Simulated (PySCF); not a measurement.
**Computed NMR parameters against published values**

Numbering as in the mapped SMILES `[cH:1]1[cH:2][nH:3][cH:4][n:5]1` (H(Xn): hydrogen on atom n).

The experiment to reproduce: δ 13C C4 136.7; δ 1H H(C4) 7.78 ppm (measured; solution, D2O, 298 K; Fulmer et al., Organometallics 2010, 29, 2176).
δ 13C C4 136.3; δ 1H H(C4) 7.67 ppm (measured; solution, CD3OD, 298 K; Fulmer et al., Organometallics 2010, 29, 2176).
δ 13C C4 136.3; δ 1H H(C4) 7.57 ppm (measured; solution, CD3CN, 298 K; Fulmer et al., Organometallics 2010, 29, 2176).
δ 13C C4 135.4; δ 1H H(C4) 7.67 ppm (measured; solution, CDCl3, 298 K; Fulmer et al., Organometallics 2010, 29, 2176).

- σ from GIAO-B97-2/pcSseg-2
- structure optimised with PBE0-D3(BJ)/def2-TZVP
- code: PySCF
- no solvent model, no relativistic terms, a single conformation

Q: Set the calculated values beside the experiment.

A: 
Reference values: measured (solution, D2O, 298 K; Fulmer et al., Organometallics 2010, 29, 2176).
| atoms | quantity | reference | computed | computed, scaled |
| --- | --- | --- | --- | --- |
| C4 | δ 13C | 136.7 | 138.5 | 131.6 |
| H(C4) | δ 1H | 7.78 | 7.58 | 7.25 |

Reference values: measured (solution, CD3OD, 298 K; Fulmer et al., Organometallics 2010, 29, 2176).
| atoms | quantity | reference | computed | computed, scaled |
| --- | --- | --- | --- | --- |
| C4 | δ 13C | 136.3 | 138.5 | 131.6 |
| H(C4) | δ 1H | 7.67 | 7.58 | 7.25 |

Reference values: measured (solution, CD3CN, 298 K; Fulmer et al., Organometallics 2010, 29, 2176).
| atoms | quantity | reference | computed | computed, scaled |
| --- | --- | --- | --- | --- |
| C4 | δ 13C | 136.3 | 138.5 | 131.6 |
| H(C4) | δ 1H | 7.57 | 7.58 | 7.25 |

Reference values: measured (solution, CDCl3, 298 K; Fulmer et al., Organometallics 2010, 29, 2176).
```json
{"atoms": "C4", "quantity": "δ 13C", "reference": "135.4", "computed": "138.5", "computed, scaled": "131.6"}
{"atoms": "H(C4)", "quantity": "δ 1H", "reference": "7.67", "computed": "7.58", "computed, scaled": "7.25"}
```

Computed shifts are σ(ref) − σ with the named reference compound (TMS for H and C) calculated as an isolated molecule at the same level. The measured values may be among those fitted. Expected solution values come from regression of measured δ (H and C: mostly CDCl3, vs TMS) on computed σ: 1H: δ = 29.81 − 0.938σ (rms 0.14 ppm, 293 shifts, 0.16 ppm with the 4 outliers that the fit left out); 13C: δ = 176.83 − 0.965σ (rms 2.0 ppm, 507 shifts, 2.1 ppm with the 1 outlier that the fit left out). Occasional misses reach two or three times the rms, and more in compound classes unlike the fitted ones. Hydrogens on heteroatoms aren't scaled, only referred to computed TMS.

Q: How far are the unscaled 13C shifts from the references?

A: Mean signed difference +2.32 ppm, mean absolute 2.32 ppm over 4 comparisons; the largest is +3.1 ppm at C4 (aromatic CH between two ring heteroatoms).

Q: How far are the unscaled 1H shifts from the references?

A: Mean signed difference -0.09 ppm, mean absolute 0.10 ppm over 4 comparisons; the largest is -0.20 ppm at H(C4) (hydrogen on an aromatic CH between two ring heteroatoms).

8 of the 53 published NMR values on file for this molecule are compared. The rest: values from further sources, protons in aromatic solvents, values whose atom or origin is in doubt.
